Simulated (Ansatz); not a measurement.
Runs of Ansatz 0.2.0 on Co. It takes space group P6_3/mmc (No. 194, hexagonal). The conventional cell has a = 2.472 Å, b = 2.472 Å, c = 4.021 Å, α = 90.00°, β = 90.00°, γ = 120.00°. Around Co (site symmetry -6m2) lie 12 Co at 2.47 Å. 

```csv
task,level,cell,k mesh,smearing,points for each segment of the path,atoms under strain,gap on the mesh (eV),pressure (GPa),moment (μB)
single point,PBE,as given,12 × 12 × 7,gaussian 0.013 eV,-,-,none,4.7,3.22
single point,PBE,as given,12 × 12 × 7,gaussian 0.021 eV,-,-,none,4.7,3.22
single point,PBE,as given,12 × 12 × 7,gaussian 0.024 eV,-,-,none,4.7,3.21
relaxation of cell and atoms,revPBE,relaxed,12 × 12 × 7,fermi-dirac 0.05 eV,-,-,none,0.0,3.31
band structure,BLYP,as given,12 × 12 × 7,fermi-dirac 0.05 eV,14,-,none,14.0,3.13
single point,PBE,as given,12 × 12 × 7,gaussian 0.019 eV,-,-,none,4.7,3.22
single point,PBE,as given,12 × 12 × 7,gaussian 0.025 eV,-,-,none,4.7,3.21
single point,PBE,as given,12 × 12 × 7,gaussian 0.02 eV,-,-,none,4.7,3.22
single point,PBE,as given,12 × 12 × 7,gaussian 0.023 eV,-,-,none,4.7,3.22
single point,PBE,as given,12 × 12 × 7,gaussian 0.026 eV,-,-,none,4.7,3.21
elastic constants,LDA,as given,9 × 9 × 5,fermi-dirac 0.05 eV,-,clamped,none,(a),(b)
single point,PBE,as given,12 × 12 × 7,gaussian 0.014 eV,-,-,none,4.7,3.22
```

Alike in all rows: potentials or basis Ansatz PAW; spin collinear, ferromagnetic start; cutoff (eV) 420.

Problem. Fill in the values left out.

Solution. (a) -15.0; (b) 3.04.

Caveats: the PAW data sets come from PBE, with cores solved anew for the run's functional, which leaves a small shift of forces and pressure (some runs); the plane-wave basis is chosen anew once the cell has moved, so the energies of steps on either side of that aren't comparable (some runs); the cell is more than 3 GPa from zero pressure, which shifts response properties (some runs); elastic constants of metals need much finer meshes, so these are rough (some runs); so large a pressure means that the cell lies far from this level's equilibrium, or that cutoff or potentials fall short (some runs).

A gap of «none» marks a metal or a gap under the smearing width.
